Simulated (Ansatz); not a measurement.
# Run record: Fe

The cell (2 atoms) is Fe as an experimental structure (space group Fm-3m, primitive cell doubled). Source: COD entry 9015019, which need not be the ambient phase.

Method: DFT, PBE, PAW, plane waves, scalar-relativistic in Ansatz development build ahead of 0.2.0.

Input file:

```yaml
crystal:
  lattice:
    - [0.0, 1.745, 1.745]
    - [1.745, 0.0, 1.745]
    - [3.49, 3.49, 0.0]
  atoms:
    - { symbol: Fe, position: [0.0, 0.0, 0.0], spin: 4.0 }
    - { symbol: Fe, position: [0.0, 0.0, 0.5], spin: -4.0 }
magnetization:
  spin_polarized: true
hamiltonian:
  xc: pbe
  pseudopotentials: { kind: paw }
basis:
  ecutwfc: 420
kpoints:
  mp_grid: { grid: [13, 13, 7] }
scf:
  occupations: { method: fermi_dirac, width: 0.1 }
  lower_state_search: "off"
output:
  forces: true
  stress: true
```

Output (shortened):

```
Warning: crystal.symmetry: narrowed to the stabiliser of the k-point mesh — unitary ops 12 → 4; excluded 8 operations that carry a point of the 13×13×7 mesh (shift [0, 0, 0]) off the mesh (the run samples exactly the mesh kpoints.mp_grid names, as under crystal.symmetry.detect: false, and its converged state has the mesh's symmetry, not the crystal's; [...]
Pseudopotentials: kind: paw
Pseudopotential: Fe, paw, valence charge 16, recommended cutoff 420 eV (normal), Fe.paw.azcp
Functional definition: PBE
Crystal: 2 atoms, lattice volume = 21.254 Å³
Basis set: ecut = 420 eV, 391 PW (Γ), exchange–correlation on 36×36×72 points (8 copies of the dense FFT grid, shifted against one another)
Bands: 24, of which v1, the nominal top of the filled ones, is band 16 counted from 1 (15 counted from 0)
Symmetry: 4 space group operations
k-points: 322 of 1183
Non-local potential: Fe, projectors of the file, l = 0: 3, l = 1: 2, l = 2: 3, l = 3: 1
Initial density: superposition of atomic densities (chi_scale 0.1, normalization cell)
Starting moments: Σ|m| = 8 μB on 2 of 2 sites
Initial wavefunctions: pseudopotential atomic-orbital guess
Functional: x = pbe(κ = 0.804, μ = 0.2195149727645171), c = pbe(β = 0.06672455060314922)
spin-down is spin-up translated by (0, 0, 0.5): one eigenproblem is solved per k-point and the antiferromagnetic symmetry of the starting moments is kept exactly by this SCF (crystal.symmetry.spin_inversion_symmetry: false solves both channels; [...]
SCF iter   1: F=—  HF=-8959.817075 eV  |F-HF|=—  |Δ(HF+E_count)|=         —  Δρ=1.42e-1 (↑1.42e-1 ↓1.42e-1)  dr2=1.01e0  dr2_m=3.56e0  M=0.000 μB ∫|m|=5.165 μB  β_m=0.30  ethr=3.10e-3  ⟨swp⟩=4.6  Hψ=28828  notcnv=0  defer=85
Mixer restart at iter 1: flushing history
preconditioner: auto → none  [metal: Δε(μ)=0.011 eV  Ē_g=10.988 eV  σ=0.100 eV  W_gap=0.03  n_scr=2 (ndim 8)  ℏωp=32.2 eV  f_vac=0.000  D(μ)=2.28/eV (n_scr^D=28)  sad-step TF]
spin-set hold released at iteration 1 (the charge has settled, or the pull on large starting moments outlasts its swing): the magnetisation degrees of freedom join the quasi-Newton model from the next iteration; the mixer history was flushed
SCF iter   2: F=—  HF=-8959.992186 eV  |F-HF|=—  |Δ(HF+E_count)|=   1.75e-1  Δρ=1.09e-1 (↑1.09e-1 ↓1.09e-1)  dr2=2.55e-1  dr2_m=2.22e0  M=0.000 μB ∫|m|=4.946 μB  β_m=0.65  ethr=3.10e-3  ⟨swp⟩=2.0  Hψ=12239  notcnv=0  defer=287
SCF iter   3: F=—  HF=-8961.005650 eV  |F-HF|=—  |Δ(HF+E_count)|=    1.01e0  Δρ=8.20e-2 (↑8.20e-2 ↓8.20e-2)  dr2=1.74e0  dr2_m=6.66e-1  M=0.000 μB ∫|m|=3.767 μB  β_m=0.53  ethr=7.98e-4  ⟨swp⟩=3.1  Hψ=16097  notcnv=0  defer=287
SCF iter   4: F=—  HF=-8960.662877 eV  |F-HF|=—  |Δ(HF+E_count)|=   3.43e-1  Δρ=2.37e-2 (↑2.37e-2 ↓2.37e-2)  dr2=3.35e-2  dr2_m=8.85e-2  M=0.000 μB ∫|m|=3.248 μB  β_m=0.76  ethr=7.98e-4  ⟨swp⟩=3.0  Hψ=19269  notcnv=0  defer=259
[... 1 iterations left out ...]
SCF iter   6: F=—  HF=-8960.722146 eV  |F-HF|=—  |Δ(HF+E_count)|=   8.93e-3  Δρ=5.64e-3 (↑5.64e-3 ↓5.64e-3)  dr2=2.32e-3  dr2_m=4.21e-3  M=0.000 μB ∫|m|=2.389 μB  β_m=0.84  ethr=3.03e-5  ⟨swp⟩=2.2  Hψ=13353  notcnv=0  defer=262
SCF iter   7: F=—  HF=-8960.724084 eV  |F-HF|=—  |Δ(HF+E_count)|=   1.94e-3  Δρ=2.14e-3 (↑2.14e-3 ↓2.14e-3)  dr2=9.05e-4  dr2_m=4.80e-4  M=0.000 μB ∫|m|=2.219 μB  β_m=0.92  ethr=7.25e-6  ⟨swp⟩=2.4  Hψ=12694  notcnv=0  defer=262
SCF iter   8: F=—  HF=-8960.724641 eV  |F-HF|=—  |Δ(HF+E_count)|=   5.57e-4  Δρ=7.37e-4 (↑7.37e-4 ↓7.37e-4)  dr2=8.22e-5  dr2_m=6.64e-5  M=0.000 μB ∫|m|=2.154 μB  β_m=0.96  ethr=2.83e-6  ⟨swp⟩=2.3  Hψ=12232  notcnv=0  defer=262
SCF iter   9: F=—  HF=-8960.724702 eV  |F-HF|=—  |Δ(HF+E_count)|=   6.04e-5  Δρ=1.84e-4 (↑1.84e-4 ↓1.84e-4)  dr2=1.96e-6  dr2_m=5.45e-6  M=0.000 μB ∫|m|=2.117 μB  β_m=0.98  ethr=2.57e-7  ⟨swp⟩=2.0  Hψ=10402  notcnv=0  defer=262
SCF iter  10: F=—  HF=-8960.724711 eV  |F-HF|=—  |Δ(HF+E_count)|=   9.25e-6  Δρ=8.54e-5 (↑8.54e-5 ↓8.54e-5)  dr2=2.23e-6  dr2_m=2.24e-7  M=0.000 μB ∫|m|=2.106 μB  β_m=0.88  ethr=6.12e-9  ⟨swp⟩=2.0  Hψ=13243  notcnv=0  defer=263
SCF iter  11: F=—  HF=-8960.724710 eV  |F-HF|=—  |Δ(HF+E_count)|=   3.00e-7  Δρ=3.47e-5 (↑3.47e-5 ↓3.47e-5)  dr2=3.38e-7  dr2_m=3.37e-8  M=0.000 μB ∫|m|=2.105 μB  β_m=0.78  ethr=6.12e-9  ⟨swp⟩=2.4  Hψ=10119  notcnv=0  defer=263
SCF iter  12: F=-8960.724710 eV  HF=-8960.724710 eV  |F-HF|=2.92e-9  |Δ(HF+E_count)|=   8.75e-8  Δρ=7.06e-6 (↑7.06e-6 ↓7.06e-6)  dr2=2.59e-9  dr2_m=8.10e-9  M=0.000 μB ∫|m|=2.105 μB  ethr=3.13e-10  ⟨swp⟩=4.0  Hψ=23991  notcnv=0
SCF 1 converged in 12 iterations: F = -8960.724710 eV  dr2 = 2.59e-9
  greatest PAW one-centre occupation: 1.000 electrons in one spin orbital (limit 2), on the Fe atom at site 1 (counted from 0), in its partial waves of l = 0
SCF converged after 12 iterations
Magnetization: 0.0000 μB (16.0000 up, 16.0000 down)
Absolute magnetization: 2.1047 μB (∫|ρ↑−ρ↓|, with the PAW one-centre terms)
Spin contamination: 0.5810 ħ² per cell (⟨S²⟩ above its minimum at these occupations)
Per-site moments (μB) at R_I (Å): [(1.0262, 1.0179), (-1.0262, 1.0179)]
Free energy (F): -8960.724710 eV
Harris-Foulkes:  -8960.724710 eV  (|F-HF|=2.92e-9)
Internal energy: -8960.609611 eV  (E = F + TS)
E sigma→0 (E₀):  -8960.667160 eV
Entropy (-TS):   -0.115100 eV (-57.550 meV/atom)
Fermi energy:    20.123579 eV
--- Per-component energies (eV) ---
  E_band       = -381.718817
  E_kinetic    = 706.842881
  E_local      = -3955.847500  (includes V_loc(G=0)·N_el)
  E_nonlocal   = 429.245806
  E_hartree    = 1667.962774
  E_xc         = -237.896957
  E_vxc        = -306.506824  (∫ρ·V_xc dr)
  E_paw        = -2728.161915  (= ΣΔE_a)
  E_vpaw       = -591.377178  (= ΣTr[D̂ρ^β])
  E_aug_tail   = 0.001587  (compensation charges beyond the density's cutoff)
  E_ewald      = -4842.756286
  E_smearing   = -0.115100  (= −TS)
  E_closure    = -0.000000  (closes the sum)
  Σ components = -8960.724710   (vs F -8960.724710, Δ=0.00e0)
--- Forces (eV/Å), atoms counted from 1 ---
  atom   1  Fe     0.00000000     0.00000000    -0.00000000
  atom   2  Fe    -0.00000000     0.00000000     0.00000000
  max |Σ_I F_I| component: 2.52e-29 eV/Å
--- Stress (GPa, compression-positive) ---
       -2.790926       2.362075      -2.365939
        2.362075      -2.790926      -2.365939
       -2.365951      -2.365951      -2.797108
  P = ⅓ Tr σ = -2.7930 GPa (-27.930 kbar)
```

Among 13 converged runs of this cell from various starts and settings, this end is 8.8 meV/atom above the lowest found (ferromagnetic, site moments Fe1 1.01, Fe2 1.01 μB, total 1.99 μB per cell, no gap on the k-mesh).

The mesh has less symmetry than the lattice, which lowers the symmetry of the run.

The run took 6.5 s on 2 threads of Arm Neoverse V2, on a shared host, peak memory 0.46 GiB.
